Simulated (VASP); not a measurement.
Runs of VASP 6.6.1 on S. Symmetry: R-3, No. 148, trigonal system. Conventional cell: a = 10.818 Å, b = 10.818 Å, c = 4.280 Å, α = 90.00°, β = 90.00°, γ = 120.00°. Around S (site symmetry 1) lie 2 S at 2.06 Å. This isn't the form of S at room conditions, which is orthorhombic, of S8 rings.

| task | level | potentials or basis | cell | cutoff (eV) | smearing | gap on the mesh (eV) | pressure (GPa) | largest force (eV/Å) |
| --- | --- | --- | --- | --- | --- | --- | --- | --- |
| density of states | PBEsol+D4 | VASP PAW PBE potentials, release 64 (S_h) | volume scaled by 0.92 | 900 | gaussian 0.05 eV | 2.26 | 5.4 | 1.58 |
| single point | RPBE | VASP PAW PBE potentials, release 64 (S) | as given | 500 | gaussian 0.05 eV | 2.28 | 4.1 | 0.29 |
| electrostatic potential | vdW-DF2 | VASP PAW PBE potentials, release 64 (S) | as given | 520 | fermi-dirac 0.05 eV | 2.17 | (a) | 1.09 |
| single point | PBEsol+D3(BJ) | VASP PAW PBE potentials, release 64 (S_GW) | as given | 550 | gaussian 0.05 eV | 2.05 | (b) | 0.33 |

Alike in all rows: no spin polarisation; k mesh 7 × 7 × 7.

Q: Fill in the values left out.

A: (a) 5.3; (b) -0.6.

Caveats: the PAW data sets were made with another functional, which shifts forces and pressure a little; an odd mesh through Γ misses points on the zone boundary, where band edges often lie.
